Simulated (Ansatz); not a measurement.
## Convergence test, In2Sb

Computed with DFT r2SCAN, scalar-relativistic, plane waves, PAW in Ansatz 0.2.0.

```yaml
crystal:
  lattice:
    - [5.37990, 0.00000, 0.00000]
    - [-2.68995, 4.65913, 0.00000]
    - [0.00000, 0.00000, 6.72255]
  atoms:
    - { symbol: In, position: [0.66667, 0.33333, 0.25000] }
    - { symbol: In, position: [0.33333, 0.66667, 0.75000] }
    - { symbol: In, position: [0.00000, 0.00000, 0.50000] }
    - { symbol: In, position: [0.00000, 0.00000, 0.00000] }
    - { symbol: Sb, position: [0.66667, 0.33333, 0.75000] }
    - { symbol: Sb, position: [0.33333, 0.66667, 0.25000] }
```

```json
{"Γ-centred k-mesh": "12×12×6", "occupation rule": "Gaussian smearing, 0.1 eV", "spin treatment": "unpolarised", "valence charge of the PAW sets": "In 13, Sb 15"}
```

The atoms stay fixed while the plane-wave cutoff is varied. ΔE is the energy extrapolated to zero smearing, less that of the reference run (850 eV). The cell isn't necessarily relaxed at this level. Spin–orbit coupling is left out. Pressure is positive in compression and holds a correction for the finite cutoff (Pulay stress).

Times are rough; the reference took 2.5 min on 1 thread of Intel(R) Xeon(R) Platinum 8259CL CPU @ 2.50GHz (Skylake/Cascade Lake), on a shared host, peak memory 2 GiB.

Tried: 150, 200, 250, 300, 350, 380, 460, 500, 520, 600, 700, 850 eV. From which plane-wave cutoff on does the energy per atom stay within 100, 10 and 1 meV of the reference?

300 for 100 meV, 350 for 10 meV, 500 for 1 meV. The reference itself isn't shown to be converged.

| cutoff (eV) | ΔE (meV/atom) | P (GPa) | plane waves at Γ | wall time (s) |
| --- | --- | --- | --- | --- |
| 150 | 64371 | 1.66 | 745 | 20 |
| 200 | 9101 | 3.16 | 1083 | 22 |
| 250 | 1048 | -0.70 | 1487 | 28 |
| 300 | 80.9 | -0.85 | 1981 | 31 |
| 350 | 6.03 | -0.88 | 2463 | 44 |
| 380 | 3.83 | -0.88 | 2835 | 47 |
| 460 | 1.49 | -0.89 | 3767 | 55 |
| 500 | 0.89 | -0.89 | 4249 | 81 |
| 520 | 0.77 | -0.89 | 4543 | 69 |
| 600 | 0.59 | -0.89 | 5619 | 87 |
| 700 | 0.43 | -0.89 | 7091 | 120 |
| 850 | 0.00 | -0.89 | 9481 | 150 |